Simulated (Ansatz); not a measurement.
Level of theory: DFT PBE, scalar-relativistic, plane waves, PAW (Ansatz 0.2.0). All cells share a 420 eV cutoff and Γ-centred k meshes spaced at most about 0.3 Å⁻¹ (2π included). No spin polarisation.

These are static total energies at zero pressure.

Compare these two cells of Cd₂S₅, each relaxed at this level.

A.

```
CELL_PARAMETERS angstrom
4.29556 0.00000 0.00000
0.06666 6.61316 0.00000
1.26337 0.62770 8.48789
ATOMIC_POSITIONS crystal
Cd 0.04141 0.11895 0.85446
Cd 0.56324 0.61592 0.79859
S 0.08034 0.79420 0.72672
S 0.96263 0.38607 0.29472
S 0.25161 0.29095 0.45666
S 0.58651 0.52055 0.42805
S 0.51427 0.27337 0.93981
```

B.

```
CELL_PARAMETERS angstrom
3.20382 -2.76875 0.00000
3.20382 2.76875 0.00000
-1.08457 0.00000 10.20053
ATOMIC_POSITIONS crystal
Cd 0.44205 0.05110 0.85577
Cd 0.94890 0.55795 0.14423
S 0.11716 0.06418 0.27938
S 0.89366 0.33721 0.44337
S 0.66279 0.10634 0.55663
S 0.93582 0.88284 0.72062
S 0.43162 0.56838 0.00000
```

Question: Which would you expect to be lower, and how large is the difference?

Answer: A is lower, by 16 meV/atom. A has space group P1 (No. 1), 34.4 Å³/atom and a gap of 2.18 eV on its mesh; B has space group C2 (No. 5), 25.9 Å³/atom and a gap of 0.97 eV. Counting S atoms around Cd (those within 1.25 times the shortest such distance or 1.15 times the sum of covalent radii, 1.27 where that leaves under three), A has Cd 3 and B has Cd 4. A holds S–S chains (shortest 2.06 Å); B holds S–S units of three or more atoms (shortest 1.98 Å). Both come from invented guesses.

Weakly bound directions are ill-defined at this level, which has no dispersion term (P1), and this can change margins and order among such cells. Kohn–Sham gaps at this level usually fall short of measured ones. Cells relaxed within their symmetry can be saddle points.
